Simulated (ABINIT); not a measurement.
# Co (P-3m1) in ABINIT: optical spectrum with PBEsol

Aim: the optical spectrum of Co with PBEsol.

Program: ABINIT 10.8.3 (patched build). These are calculated values, not measurements. Logs are shortened: lines on timing, memory, paths and dates and some standing lists are left out, and cuts for length are marked. The log counts tension as positive stress, the text compression.

## 1. The structure

Symmetry: P-3m1, No. 164, trigonal system. Conventional cell: a = 2.487 Å, b = 2.487 Å, c = 4.063 Å, α = 90.00°, β = 90.00°, γ = 120.00°. Co (site symmetry 3m) is surrounded by 12 Co at 2.42 to 2.55 Å.

## 2. Optical spectrum, PBEsol, collinear spin, ferromagnetic start

Input file run.abi:

```
# Datasets
ndtset 3

# Pseudopotentials
pp_dirpath "./"
pseudos "Co.upf"

# Structure
acell 4.7004383835 4.7004383835 7.6785043265
rprim
     1.0000000000     0.0000000000     0.0000000000
    -0.5000000000     0.8660254038     0.0000000000
     0.0000000000     0.0000000000     1.0000000000
ntypat 1
znucl 27
natom 2
typat 1 1
xred
            1/3            2/3   0.7401390000
            2/3            1/3   0.2598610000

# Plane-wave basis
ecut 42.0

# k points
ngkpt 16 16 10
nshiftk 1
shiftk 0.0 0.0 0.5
istwfk *1

# Exchange and correlation
ixc -116133

# Bands and occupations
occopt 3
tsmear 0.136 eV

# Spin
nsppol 2
spinat
     0.0000000000     0.0000000000     2.0000000000
     0.0000000000     0.0000000000     2.0000000000

# SCF cycle
nstep 80

# Output
iomode 3
prteig 0
prtebands 0

# Dataset 1: ground state
nband1 22
tolvrs1 1.0e-12
prtden1 1
prtwf1 0
kptopt1 1

# Dataset 2: empty bands at fixed density
iscf2 -3
getden2 1
nband2 27
nbdbuf2 4
tolwfr2 1.0e-12
nstep2 120
prtden2 0
kptopt2 1

# Dataset 3: wave functions and velocity matrix elements in the full zone
optdriver3 8
wfk_task3 "wfk_optics_fullbz"
getwfk3 2
nband3 23
kptopt3 1
prtevk3 1
inclvkb3 2
```

Input file optic.abi:

```
&FILES
 ddkfile_1 = 'runo_DS3_1_EVK.nc',
 ddkfile_2 = 'runo_DS3_2_EVK.nc',
 ddkfile_3 = 'runo_DS3_3_EVK.nc',
 wfkfile = 'runo_DS3_WFK.nc'
/
&PARAMETERS
 broadening = 0.003675,
 domega = 0.002,
 maxomega = 0.8,
 scissor = 0.000000,
 tolerance = 0.002
/
&COMPUTATIONS
 num_lin_comp = 2,
 lin_comp = 11,33,
 num_nonlin_comp = 0
/
```

Potentials or basis: PseudoDojo NC SR PBEsol v0.4.1 standard.

Run with:

```console
> mpirun --bind-to none -np 4 abinit run.abi > log 2>&1
> optic optic.abi > optic.log 2>&1
```

run.abo:

```text
.Version 10.8.3 of ABINIT
 DATASET    1 : space group P-3 m 1 (#164); Bravais hP (primitive hexag.)
================================================================================
 Values of the parameters that define the memory need for DATASET  1.
     intxc =       0    ionmov =       0      iscf =       7    lmnmax =       6
     lnmax =       6     mgfft =      48  mpssoang =       3    mqgrid =    3001
     natom =       2  nloc_mem =       1    nspden =       2   nspinor =       1
    nsppol =       2      nsym =      12    n1xccc =    2501    ntypat =       1
    occopt =       3   xclevel =       2
       mpw =        1929          nfft =       43200          nkpt =         255
================================================================================
================================================================================
[... 13 lines left out ...]
 DATASET    3 : space group P-3 m 1 (#164); Bravais hP (primitive hexag.)
================================================================================
 Values of the parameters that define the memory need for DATASET  3.
     intxc =       0    ionmov =       0      iscf =       7    lmnmax =       6
     lnmax =       6     mgfft =      48  mpssoang =       3    mqgrid =    3001
     natom =       2  nloc_mem =       1    nspden =       2   nspinor =       1
    nsppol =       2      nsym =      12    n1xccc =    2501    ntypat =       1
    occopt =       3   xclevel =       2
       mpw =        1929          nfft =       43200          nkpt =         255
================================================================================
================================================================================

--------------------------------------------------------------------------------
------------- Echo of variables that govern the present computation ------------
--------------------------------------------------------------------------------
 -outvars: echo values of preprocessed input variables --------
            acell      4.7004383835E+00  4.7004383835E+00  7.6785043265E+00 Bohr
              amu      5.89332000E+01
             ecut      4.20000000E+01 Hartree
           getden1          0
           getden2          1
           getden3          0
           getwfk1          0
           getwfk2          0
           getwfk3          2
             iscf1          7
             iscf2         -3
             iscf3          7
              ixc     -116133
           jdtset        1    2    3
                       outvar_i_n : Printing only first  50 k-points.
         kptrlatt       16    0    0      0   16    0      0    0   10
          kptrlen      7.52070141E+01
            natom           2
            nband1         22
            nband2         27
            nband3         23
           nbdbuf1          0
           nbdbuf2          4
           nbdbuf3          0
           ndtset           3
            ngfft          30      30      48
             nkpt         255
           nspden           2
           nsppol           2
            nstep1         80
            nstep2        120
            nstep3         80
             nsym          12
           ntypat           1
                       prtocc : prtvol=0, do not print more k-points.
                       1.000000  1.000000  1.000000  1.000000  1.000000  1.000000
                       1.000000  1.000000  1.000000  1.000000  1.000000  1.000000
                       1.000000  1.000000  1.000000  1.000000  1.000000  0.000000
                       0.000000  0.000000  0.000000  0.000000
                       1.000000  1.000000  1.000000  1.000000  1.000000  1.000000
                       1.000000  1.000000  1.000000  1.000000  1.000000  1.000000
                       1.000000  1.000000  1.000000  1.000000  1.000000  0.000000
                       0.000000  0.000000  0.000000  0.000000
                       1.000000  1.000000  1.000000  1.000000  1.000000  1.000000
                       1.000000  1.000000  1.000000  1.000000  1.000000  1.000000
                       1.000000  1.000000  1.000000  1.000000  1.000000  0.000000
                       0.000000  0.000000  0.000000  0.000000
                       1.000000  1.000000  1.000000  1.000000  1.000000  1.000000
                       1.000000  1.000000  1.000000  1.000000  1.000000  1.000000
                       1.000000  1.000000  1.000000  1.000000  1.000000  0.000000
                       0.000000  0.000000  0.000000  0.000000
[... 624 lines left out ...]
                       1.000000  1.000000  1.000000  1.000000  1.000000  0.000000
                       0.000000  0.000000  0.000000  0.000000  0.000000
[... 321 lines left out ...]
- [  3.3333E-01,   6.6667E-01,   7.4014E-01, Co]
- [  6.6667E-01,   3.3333E-01,   2.5986E-01, Co]
cartesian_forces: null
force_length_stats: {min: null, max: null, mean: null, }
...

 Integrated electronic and magnetization densities in atomic spheres:
 ------------------------------------------------------------------------------------------------------------
 Radius=ratsph(iatom), smearing ratsm=  0.0000. Diff(up-dn)=approximate z local magnetic moment.
    Atom    Radius    up_density   dn_density  Total(up+dn)  Diff(up-dn)
    1 Co   2.00000     8.450849     6.776480     15.227329     1.674369
    2 Co   2.00000     8.450849     6.776480     15.227329     1.674369
 ------------------------------------------------------------------------------------------------------------
  Sum:                16.901698    13.552960     30.454659     3.348738
 Total magnetization (from the atomic spheres):                3.348738
 Total magnetization (exact up - dn):                          3.202527

================================================================================

 ----iterations are completed or convergence reached----

 Mean square residual over all n,k,spin=   43.825E-14; max=  99.997E-14
 reduced coordinates (array xred) for    2 atoms
       0.333333333333      0.666666666667      0.740139000000
       0.666666666667      0.333333333333      0.259861000000

 cartesian coordinates (angstrom) at end:
    1      0.00000000000000     1.43608077851392     3.00739902771960
    2      1.24368243605724     0.71804038925696     1.05589047292771
 length scales=  4.700438383500  4.700438383500  7.678504326500 bohr
              =  2.487364872114  2.487364872114  4.063289500647 angstroms
 Eigenvalues (hartree) for nkpt= 255  k points, SPIN UP:
 kpt#   1, nband= 27, wtk=  0.00078, kpt=  0.0000  0.0000  0.0500 (reduced coord)
  -3.07528   -3.07317   -1.73740   -1.72691   -1.72691   -1.72540   -1.72516   -1.72516
   0.10907    0.24798    0.34163    0.34369    0.34369    0.35463    0.35463    0.37105
   0.37105    0.41018    0.41018    0.42558    0.66973    1.24255    1.34138    1.34138
   1.34444    1.35508    1.38665
      occupation numbers for kpt#   1
   1.00000    1.00000    1.00000    1.00000    1.00000    1.00000    1.00000    1.00000
   1.00000    1.00000    1.00000    1.00000    1.00000    1.00000    1.00000    1.00000
   1.00000    0.99773    0.99773    0.95279    0.00000    0.00000    0.00000    0.00000
   0.00000    0.00000    0.00000
 prteigrs : prtvol=0 or 1, do not print more k-points.

 Eigenvalues (hartree) for nkpt= 255  k points, SPIN DOWN:
 kpt#   1, nband= 27, wtk=  0.00078, kpt=  0.0000  0.0000  0.0500 (reduced coord)
  -3.01262   -3.01040   -1.67150   -1.66072   -1.66072   -1.65888   -1.65888   -1.65866
   0.10927    0.28201    0.39996    0.40410    0.40410    0.41600    0.41600    0.42703
   0.43735    0.43735    0.47960    0.47960    0.70506    1.23532    1.34129    1.35116
   1.35266    1.35266    1.39817
      occupation numbers for kpt#   1
   1.00000    1.00000    1.00000    1.00000    1.00000    1.00000    1.00000    1.00000
   1.00000    1.00000    0.99971    0.99933    0.99933    0.99276    0.99276    0.93779
   0.65676    0.65676    0.00041    0.00041    0.00000    0.00000    0.00000    0.00000
   0.00000    0.00000    0.00000
 prteigrs : prtvol=0 or 1, do not print more k-points.

--- !EnergyTerms
iteration_state     : {dtset: 2, }
comment             : Components of total free energy in Hartree
kinetic             :  1.35276438128706E+02
hartree             :  7.53455625449159E+01
xc                  : -5.56216455535184E+01
Ewald energy        : -1.99040221527165E+02
psp_core            :  8.69809438627154E+00
local_psp           : -2.32456695521074E+02
non_local_psp       : -3.78537346053522E+01
internal            : -3.05652202147217E+02
'-kT*entropy'       : -4.37633261538386E-03
total_energy        : -3.05656578479833E+02
...

--- !EnergyTermsDC
iteration_state     : {dtset: 2, }
comment             : '"Double-counting" decomposition of free energy'
band_energy         : -2.62457933619853E+01
Ewald energy        : -1.99040221527165E+02
psp_core            :  8.69809438627154E+00
xc_dc               : -8.90642820983198E+01
internal            : -3.05652202601199E+02
'-kT*entropy'       : -4.37633261538386E-03
total_energy_dc     : -3.05656578933814E+02
...

================================================================================
== DATASET  3 ==================================================================

--- !DatasetInfo
iteration_state: {dtset: 3, }
dimensions: {natom: 2, nkpt: 255, mband: 23, nsppol: 2, nspinor: 1, nspden: 2, mpw: 1929, }
cutoff_energies: {ecut:  42.0, pawecutdg:  -1.0, }
electrons: {nelect:   3.40000000E+01, charge:   0.00000000E+00, occopt:   3.00000000E+00, tsmear:   4.99790782E-03, }
meta: {optdriver: 8, wfk_task: 7, }
...

 mkfilename : getwfk/=0, take file _WFK from output of DATASET   2.

--------------------------------------------------------------------------------

 Computation of velocity matrix elements (DDK)

 Parameters extracted from the Abinit header:
    ecut:     42.0
    nkpt:    2560
    mband:   27
    nsppol:  2
    nspinor: 1
    useylm:  0
    inclvkb: 2
    bmin: 1, bmax: 27
    Computing diagonal and off-diagonal matrix elements
    Between band index bmin: 1, bmax: 27

== END DATASET(S) ==============================================================
================================================================================

 -outvars: echo values of variables after computation  --------
            acell      4.7004383835E+00  4.7004383835E+00  7.6785043265E+00 Bohr
           etotal1    -3.0565657893E+02
           etotal2    -3.0565657893E+02
           etotal3     0.0000000000E+00
            fcart1     0.0000000000E+00  0.0000000000E+00  9.8387525408E-03
                       0.0000000000E+00  0.0000000000E+00 -9.8387525408E-03
            fcart3     0.0000000000E+00  0.0000000000E+00  0.0000000000E+00
                       0.0000000000E+00  0.0000000000E+00  0.0000000000E+00
            rprim      1.0000000000E+00  0.0000000000E+00  0.0000000000E+00
                      -5.0000000000E-01  8.6602540380E-01  0.0000000000E+00
                       0.0000000000E+00  0.0000000000E+00  1.0000000000E+00
           strten1     4.3755131281E-04  4.3755131067E-04  4.8331346356E-04
                       0.0000000000E+00  0.0000000000E+00  0.0000000000E+00
           strten3     0.0000000000E+00  0.0000000000E+00  0.0000000000E+00
                       0.0000000000E+00  0.0000000000E+00  0.0000000000E+00
           xangst      1.3717028622E-17  1.4360807785E+00  3.0073990277E+00
                       1.2436824361E+00  7.1804038926E-01  1.0558904729E+00
             xred      3.3333333333E-01  6.6666666667E-01  7.4013900000E-01
                       6.6666666667E-01  3.3333333333E-01  2.5986100000E-01
 Calculation completed.
```

Run time: 3.6 min. Hardware: 4 MPI ranks of AMD EPYC 9R45 (Zen 5), shared host; peak memory 7.1 GiB.

What came out:

```yaml
Free_energy: -8317.3392 eV
Pressure: -13.3 GPa
Largest_force: 0.506 eV/Å
Net_moment: 3.20 μB per cell
Site_moments: Co +1.67 μB
```

Forces in eV/Å, atoms in the order of the input:
```
Co   0.000  0.000  0.506
Co   0.000  0.000 -0.506
```

Dielectric function (mean over the directions given):
```
energy (eV)  real part  imaginary part
       0.33      65.99           44.28
       1.31      18.80           52.78
       2.29      -9.29           27.01
       3.37      -6.47           11.86
       4.35      -4.38            5.79
       5.44      -1.57            4.82
       6.42      -1.93            6.55
       7.51      -1.16            2.41
       8.49      -0.15            2.27
       9.58      -0.07            2.24
      10.56       0.10            2.19
      11.65       0.29            2.12
      12.63       0.18            2.15
      13.71       0.15            1.70
      14.69       0.10            1.60
      15.78       0.23            1.47
      16.76       0.32            1.44
      17.85       0.34            1.44
      18.83       0.29            1.39
      19.92       0.23            1.44
```

Caveat: the intraband (Drude) term is left out; spectra need much finer meshes, so this one isn't converged; independent-particle spectra lack excitons.
